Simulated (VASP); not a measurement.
# N (P4_2/mnm) in VASP: a series of runs

Runs on N. Level: PBEsol. Tasks: single point.

All numbers are computed with VASP 6.6.1; they aren't measurements. Logs are shortened: lines on timing, memory, paths and dates and some standing lists are left out, and cuts for length are marked.

## 1. The structure

Symmetry: P4_2/mnm, No. 136, tetragonal system. Conventional cell: a = 4.084 Å, b = 4.084 Å, c = 5.346 Å, α = 90.00°, β = 90.00°, γ = 90.00°. N (site symmetry m2m) is surrounded by 1 N at 1.11 Å.

## 2. Single point, PBEsol

The input, INCAR:

```
PREC = Normal
ENCUT = 460
EDIFF = 1E-4
ISMEAR = 0
SIGMA = 0.05
LREAL = Auto
LASPH = T
NELM = 100
ALGO = Normal
ISIF = 2
LWAVE = F
LCHARG = F
GGA = PS
ADDGRID = F
```

The input, KPOINTS:

```
regular mesh
0
Gamma
  3 3 2
```

The input, POSCAR:

```
N
1.0
    4.0840619700      0.0000000000      0.0000000000
    0.0000000000      4.0840619700      0.0000000000
    0.0000000000      0.0000000000      5.3459132500
N
4
Direct
    0.4042752000      0.5957248000      0.5000000000
    0.0957248000      0.0957248000      0.0000000000
    0.5957248000      0.4042752000      0.5000000000
    0.9042752000      0.9042752000      0.0000000000
```

Potentials or basis: VASP PAW PBE potentials, release 64 (N).

Launch:

```
$ cat potpaw_PBE.64/N/POTCAR > POTCAR
$ mpirun -np 1 vasp_std > vasp.out
```

OUTCAR:

```text
PREC = Normal
   ENCUT = 460
   EDIFF = 1E-4
   ISMEAR = 0
   LREAL = Auto
   LASPH = T
   NELM = 100
   ISIF = 2
   GGA = PS

 Found      6 irreducible k-points:

 Following reciprocal coordinates:
            Coordinates               Weight
  0.000000  0.000000  0.000000      1.000000
  0.333333  0.000000  0.000000      4.000000
  0.333333  0.333333  0.000000      4.000000
  0.000000  0.000000  0.500000      1.000000
  0.333333  0.000000  0.500000      4.000000
  0.333333  0.333333  0.500000      4.000000
   k-points           NKPTS =      6   k-points in BZ     NKDIM =      6   number of bands    NBANDS=     14
   number of dos      NEDOS =    301   number of ions     NIONS =      4
   total plane-waves  NPLWV =  16128
   dimension x,y,z NGX =    24 NGY =   24 NGZ =   28
   dimension x,y,z NGXF=    48 NGYF=   48 NGZF=   56
   ions per type =               4
   NGX,Y,Z   is equivalent  to a cutoff of   9.77,  9.77,  8.71 a.u.
   NGXF,Y,Z  is equivalent  to a cutoff of  19.54, 19.54, 17.41 a.u.
 SYSTEM =  unknown system
   PREC   = normal    normal or accurate (medium, high low for compatibility)
   ISTART =      0    job   : 0-new  1-cont  2-samecut
   ICHARG =      2    charge: 1-file 2-atom 10-const
   ISPIN  =      1    spin polarized calculation?
   LNONCOLLINEAR =      F non collinear calculations
   LSORBIT =      F    spin-orbit coupling
   LASPH  =      T    aspherical Exc in radial PAW
   ENCUT  =  460.0 eV  33.81 Ry    5.81 a.u.   7.14  7.14  9.35*2*pi/ulx,y,z
   NELM   =    100;   NELMIN=  2; NELMDL= -5     # of ELM steps
   EDIFF  = 0.1E-03   stopping-criterion for ELM
   LREAL  =      T    real-space projection
   EDIFFG = 0.1E-02   stopping-criterion for IOM
   NSW    =      0    number of steps for IOM
   IBRION =     -1    ionic relax: 0-MD 1-quasi-New 2-CG
   NFREE  =      0    steps in history (QN), initial steepest desc. (CG)
   ISIF   =      2    stress and relaxation
   ISYM   =      2    0-nonsym 1-usesym 2-fastsym
   POTIM  = 0.5000    time-step for ionic-motion
   TEBEG  =    0.0;   TEEND  =   0.0 temperature during run
   PSTRESS=    0.0 pullay stress
   NELECT =      20.0000    total number of electrons
   NUPDOWN=      -1.0000    fix difference up-down
   EMIN   =  10.00;   EMAX   =-10.00  energy-range for DOS
   EFERMI =   0.00;   METHOD = LEGACY
   ISMEAR =     0;   SIGMA  =   0.05  broadening in eV -4-tet -1-fermi 0-gaus
   EFERMI_NEDOS =   21; number of points for ismear=-14 and -15
   IALGO  =     38    algorithm
   IMIX   =      4    mixing-type and parameters
     AMIX     =   0.40;   BMIX     =  1.00
     AMIX_MAG =   1.60;   BMIX_MAG =  1.00
  volume/ion in A,a.u.               =      22.29       150.43
  Fermi-wavevector in a.u.,A,eV,Ry     =   0.994678  1.879669 13.461399  0.989385
  Thomas-Fermi vector in A             =   2.126646
   LORBIT       =      0    0 simple, 1 ext, 2 COOP (PROOUT), +10 PAW based schemes
   GGA     = PS    functional components
   LHFCALC =     F    Hartree Fock is set to
   AEXX    =    0.0000 exact exchange contribution
   IVDW    =     0    specifies the selected vdW correction
   LEPSILON=     F    determine dielectric tensor
   LRPA    =     F    only Hartree local field effects (RPA)
 non-spin polarized calculation
 Gauss-broadening in eV      SIGMA  =   0.05
  energy-cutoff  :      460.00
  volume of cell :       89.17
 maximum number of plane-waves:      2012
   NGX = 15   NGY = 15   NGZ = 19

 number of electron      19.9999966 magnetization

 Free energy of the ion-electron system (eV)
  ---------------------------------------------------
  ext. energy  EPLUGINS =         0.00000000
  ---------------------------------------------------
  free energy    TOTEN  =       -34.12521392 eV

  energy without entropy =      -34.12521392  energy(sigma->0) =      -34.12521392

 E-fermi :  -6.1691     XC(G=0):  -6.4944

 val. band max:       -6.4206942383   @ k =   0.3333   0.3333   0.0000
 cond. band min:       0.4597494038   @ k =   0.0000   0.0000   0.0000
 fundamental gap:      6.8804436422
 Fermi energy:        -6.1691398157

 k-point     1 :       0.0000    0.0000    0.0000
  band No.  band energies     occupation
      1     -24.7715      2.00000
      2     -24.7076      2.00000
      3      -9.7148      2.00000
      4      -9.7148      2.00000
      5      -8.4603      2.00000
      6      -7.8884      2.00000
      7      -7.8884      2.00000
      8      -7.7961      2.00000
      9      -7.3828      2.00000
     10      -6.5705      2.00000
     11       0.4597      0.00000
     12       1.3371      0.00000
     13       1.7054      0.00000
     14       1.7054      0.00000

 k-point     2 :       0.3333    0.0000    0.0000
  band No.  band energies     occupation
      1     -24.7463      2.00000
      2     -24.7144      2.00000
      3      -9.9035      2.00000
      4      -9.8982      2.00000
      5      -8.2708      2.00000
      6      -8.1130      2.00000
      7      -8.0179      2.00000
      8      -7.9351      2.00000
      9      -6.8293      2.00000
     10      -6.5194      2.00000
     11       1.1052      0.00000
     12       1.5468      0.00000
     13       1.5595      0.00000
     14       1.5837      0.00000

 k-point     3 :       0.3333    0.3333    0.0000
  band No.  band energies     occupation
      1     -24.7297      2.00000
      2     -24.7137      2.00000
      3     -10.0444      2.00000
      4     -10.0267      2.00000
      5      -8.2249      2.00000
      6      -8.1584      2.00000
      7      -8.1539      2.00000
      8      -7.9840      2.00000
      9      -6.5571      2.00000
     10      -6.4207      2.00000
     11       1.3720      0.00000
     12       1.3876      0.00000
     13       1.7242      0.00000
     14       2.0025      0.00000

 k-point     4 :       0.0000    0.0000    0.5000
  band No.  band energies     occupation
      1     -24.7391      2.00000
      2     -24.7391      2.00000
      3      -9.7043      2.00000
      4      -9.7043      2.00000
      5      -8.2849      2.00000
      6      -8.2849      2.00000
      7      -7.9027      2.00000
      8      -7.9027      2.00000
      9      -6.8152      2.00000
     10      -6.8152      2.00000
     11       0.8747      0.00000
     12       0.8747      0.00000
     13       1.6958      0.00000
     14       1.6958      0.00000

 k-point     5 :       0.3333    0.0000    0.5000
  band No.  band energies     occupation
      1     -24.7302      2.00000
      2     -24.7302      2.00000
      3      -9.9183      2.00000
      4      -9.9183      2.00000
      5      -8.2390      2.00000
      6      -8.2390      2.00000
      7      -7.9012      2.00000
      8      -7.9012      2.00000
      9      -6.6906      2.00000
     10      -6.6906      2.00000
     11       1.1305      0.00000
     12       1.1305      0.00000
     13       1.6990      0.00000
     14       1.6990      0.00000

 k-point     6 :       0.3333    0.3333    0.5000
  band No.  band energies     occupation
      1     -24.7212      2.00000
      2     -24.7210      2.00000
      3     -10.0448      2.00000
      4     -10.0021      2.00000
      5      -8.3797      2.00000
      6      -8.1970      2.00000
      7      -8.0577      2.00000
      8      -7.9517      2.00000
      9      -6.4938      2.00000
     10      -6.4696      2.00000
     11       1.2731      0.00000
     12       1.3260      0.00000
     13       1.8726      0.00000
     14       1.9943      0.00000

------------------------ aborting loop because EDIFF is reached ----------------------------------------

  FORCE on cell =-STRESS in cart. coord.  units (eV):
  Direction    XX          YY          ZZ          XY          YZ          ZX
  --------------------------------------------------------------------------------------
  -------------------------------------------------------------------------------------
  Total        0.8169569      0.8169569     -0.2695805      0.0000000      0.0000000      0.0000000
  in kB       14.6792261     14.6792261     -4.8438697      0.0000000      0.0000000      0.0000000
  external PRESSURE =       8.1715275 kB  Pullay stress =       0.0000000 kB

 VOLUME and BASIS-vectors are now :
 -----------------------------------------------------------------------------
  energy-cutoff  :      460.00
  volume of cell :       89.17
      direct lattice vectors                 reciprocal lattice vectors
     4.084061970  0.000000000  0.000000000     0.244854267  0.000000000  0.000000000
     0.000000000  4.084061970  0.000000000     0.000000000  0.244854267  0.000000000
     0.000000000  0.000000000  5.345913250     0.000000000  0.000000000  0.187058778

 POSITION                                       TOTAL-FORCE (eV/Angst)
 -----------------------------------------------------------------------------------
      1.65108      2.43298      2.67296        -0.734966      0.734966      0.000000
      0.39095      0.39095      0.00000         0.734966      0.734966      0.000000
      2.43298      1.65108      2.67296         0.734966     -0.734966      0.000000
      3.69312      3.69312      0.00000        -0.734966     -0.734966      0.000000
 -----------------------------------------------------------------------------------
    total drift:                                0.000000     -0.000000      0.000000

  FREE ENERGIE OF THE ION-ELECTRON SYSTEM (eV)
  ---------------------------------------------------
  free  energy   TOTEN  =       -34.1252139243 eV

  energy  without entropy=      -34.1252139243  energy(sigma->0) =      -34.12521392
```

Run time: 3.5 s. Hardware: 1 thread of Intel Xeon Platinum 8259CL at 2.50GHz (Skylake/Cascade Lake), shared host; peak memory 0.13 GiB.

The run converged, but some of its settings lie outside the range that counts as converged, so its numbers aren't taken as properties of the crystal.

Results:

```
Free energy            : -34.1252 eV
Pressure               : 0.8 GPa
Largest force          : 1.039 eV/Å
Band gap on the k mesh : 6.88 eV, indirect (least direct gap 7.03 eV)
```

Caveat: the k mesh is coarse (spacing up to 0.59 Å⁻¹), so the values aren't converged; the cutoff is under 1.25 times the usual one of these potentials, so pressure, stress and relaxed cells hold a basis-set (Pulay) error; the standard files for N, O and F lose accuracy on very short bonds; the PAW data sets were made with another functional, which shifts forces and pressure a little; an odd mesh through Γ misses points on the zone boundary, where band edges often lie.

## 3. Single point, PBEsol

The input, INCAR:

```
PREC = Accurate
ENCUT = 520
EDIFF = 1E-6
ISMEAR = 0
SIGMA = 0.05
LREAL = F
LASPH = T
NELM = 100
ALGO = Normal
ISIF = 2
LWAVE = F
LCHARG = F
GGA = PS
ADDGRID = F
```

KPOINTS is that of step 2.

POSCAR is that of step 2.

Potentials or basis: VASP PAW PBE potentials, release 64 (N).

Launch:

```
$ cat potpaw_PBE.64/N/POTCAR > POTCAR
$ mpirun -np 1 vasp_std > vasp.out
```

OUTCAR:

```text
PREC = Accurate
   ENCUT = 520
   EDIFF = 1E-6
   ISMEAR = 0
   LREAL = F
   LASPH = T
   NELM = 100
   ISIF = 2
   GGA = PS

 Found      6 irreducible k-points:

 Following reciprocal coordinates:
            Coordinates               Weight
  0.000000  0.000000  0.000000      1.000000
  0.333333  0.000000  0.000000      4.000000
  0.333333  0.333333  0.000000      4.000000
  0.000000  0.000000  0.500000      1.000000
  0.333333  0.000000  0.500000      4.000000
  0.333333  0.333333  0.500000      4.000000
   k-points           NKPTS =      6   k-points in BZ     NKDIM =      6   number of bands    NBANDS=     14
   number of dos      NEDOS =    301   number of ions     NIONS =      4
   total plane-waves  NPLWV =  36000
   dimension x,y,z NGX =    30 NGY =   30 NGZ =   40
   dimension x,y,z NGXF=    60 NGYF=   60 NGZF=   80
   ions per type =               4
   NGX,Y,Z   is equivalent  to a cutoff of  12.21, 12.21, 12.44 a.u.
   NGXF,Y,Z  is equivalent  to a cutoff of  24.42, 24.42, 24.88 a.u.
 SYSTEM =  unknown system
   PREC   = accura    normal or accurate (medium, high low for compatibility)
   ISTART =      0    job   : 0-new  1-cont  2-samecut
   ICHARG =      2    charge: 1-file 2-atom 10-const
   ISPIN  =      1    spin polarized calculation?
[... 75 lines left out ...]
     12       1.3345      0.00000
     13       1.7032      0.00000
     14       1.7032      0.00000
[... 71 lines left out ...]
      1     -24.7138      2.00000
      2     -24.7137      2.00000
      3     -10.0460      2.00000
      4     -10.0033      2.00000
      5      -8.3769      2.00000
      6      -8.1947      2.00000
      7      -8.0548      2.00000
      8      -7.9487      2.00000
      9      -6.4981      2.00000
     10      -6.4729      2.00000
     11       1.2715      0.00000
     12       1.3241      0.00000
     13       1.8692      0.00000
     14       1.9913      0.00000

------------------------ aborting loop because EDIFF is reached ----------------------------------------

  FORCE on cell =-STRESS in cart. coord.  units (eV):
  Direction    XX          YY          ZZ          XY          YZ          ZX
  --------------------------------------------------------------------------------------
  -------------------------------------------------------------------------------------
  Total        1.0032171      1.0032171      0.0760337      0.0000000      0.0000000      0.0000000
  in kB       18.0259829     18.0259829      1.3661868      0.0000000      0.0000000      0.0000000
  external PRESSURE =      12.4727175 kB  Pullay stress =       0.0000000 kB

 VOLUME and BASIS-vectors are now :
 -----------------------------------------------------------------------------
  energy-cutoff  :      520.00
  volume of cell :       89.17
      direct lattice vectors                 reciprocal lattice vectors
     4.084061970  0.000000000  0.000000000     0.244854267  0.000000000  0.000000000
     0.000000000  4.084061970  0.000000000     0.000000000  0.244854267  0.000000000
     0.000000000  0.000000000  5.345913250     0.000000000  0.000000000  0.187058778

 POSITION                                       TOTAL-FORCE (eV/Angst)
 -----------------------------------------------------------------------------------
      1.65108      2.43298      2.67296        -0.613987      0.613987      0.000000
      0.39095      0.39095      0.00000         0.613987      0.613987      0.000000
      2.43298      1.65108      2.67296         0.613987     -0.613987     -0.000000
      3.69312      3.69312      0.00000        -0.613987     -0.613987     -0.000000
 -----------------------------------------------------------------------------------
    total drift:                               -0.000000     -0.000000      0.000000

  FREE ENERGIE OF THE ION-ELECTRON SYSTEM (eV)
  ---------------------------------------------------
  free  energy   TOTEN  =       -34.1366999603 eV

  energy  without entropy=      -34.1366999603  energy(sigma->0) =      -34.13669996
```

OSZICAR:

```text
N       E                     dE             d eps       ncg     rms          rms(c)
DAV:   1     0.105794136731E+03    0.10579E+03   -0.85760E+03   168   0.116E+03
DAV:   2    -0.261604802331E+02   -0.13195E+03   -0.12712E+03   232   0.261E+02
DAV:   3    -0.356224838634E+02   -0.94620E+01   -0.94079E+01   216   0.769E+01
DAV:   4    -0.357060683952E+02   -0.83585E-01   -0.83435E-01   186   0.873E+00
DAV:   5    -0.357070834745E+02   -0.10151E-02   -0.10150E-02   204   0.875E-01    0.112E+01
DAV:   6    -0.344412726123E+02    0.12658E+01   -0.18082E+00   186   0.104E+01    0.645E+00
DAV:   7    -0.341418513450E+02    0.29942E+00   -0.11914E+00   198   0.865E+00    0.172E+00
DAV:   8    -0.341368422329E+02    0.50091E-02   -0.10255E-01   168   0.262E+00    0.281E-01
DAV:   9    -0.341365037992E+02    0.33843E-03   -0.45404E-03   174   0.545E-01    0.127E-01
DAV:  10    -0.341367176343E+02   -0.21384E-03   -0.62537E-04   204   0.231E-01    0.525E-02
DAV:  11    -0.341366981331E+02    0.19501E-04   -0.50431E-05   174   0.720E-02    0.595E-03
DAV:  12    -0.341366995184E+02   -0.13853E-05   -0.82706E-06   180   0.254E-02    0.932E-03
DAV:  13    -0.341366999603E+02   -0.44190E-06   -0.46349E-07    84   0.722E-03
   1 F= -.34136700E+02 E0= -.34136700E+02  d E =-.282348E-13
```

stdout:

```text
POSCAR found type information on POSCAR N
 POSCAR found :  1 types and       4 ions
 scaLAPACK will be used
 -----------------------------------------------------------------------------
|                                                                             |
|                                                                             |
|     You enforced a specific xc type in the INCAR file but a different       |
|     I HOPE YOU KNOW WHAT YOU ARE DOING!                                     |
|                                                                             |
 -----------------------------------------------------------------------------

 LDA part: xc-table for (Slater+PW92), standard interpolation
 POSCAR, INCAR and KPOINTS ok, starting setup
 FFT: planning ... GRIDC
 FFT: planning ... GRID_SOFT
 FFT: planning ... GRID
 WAVECAR not read
 entering main loop
```

It took 7 s on 1 thread of Intel Xeon Platinum 8259CL at 2.50GHz (Skylake/Cascade Lake), shared host; peak memory 0.17 GiB.

The run converged, but some of its settings lie outside the range that counts as converged, so its numbers aren't taken as properties of the crystal.

What came out:

```yaml
Free_energy: -34.1367 eV
Pressure: 1.2 GPa
Largest_force: 0.868 eV/Å
Band_gap_on_the_k_mesh: 6.88 eV, indirect (least direct gap 7.03 eV)
```

Caveat: the k mesh is coarse (spacing up to 0.59 Å⁻¹), so the values aren't converged; the standard files for N, O and F lose accuracy on very short bonds; the PAW data sets were made with another functional, which shifts forces and pressure a little; an odd mesh through Γ misses points on the zone boundary, where band edges often lie.

(Part 1 of 2 ends here.)
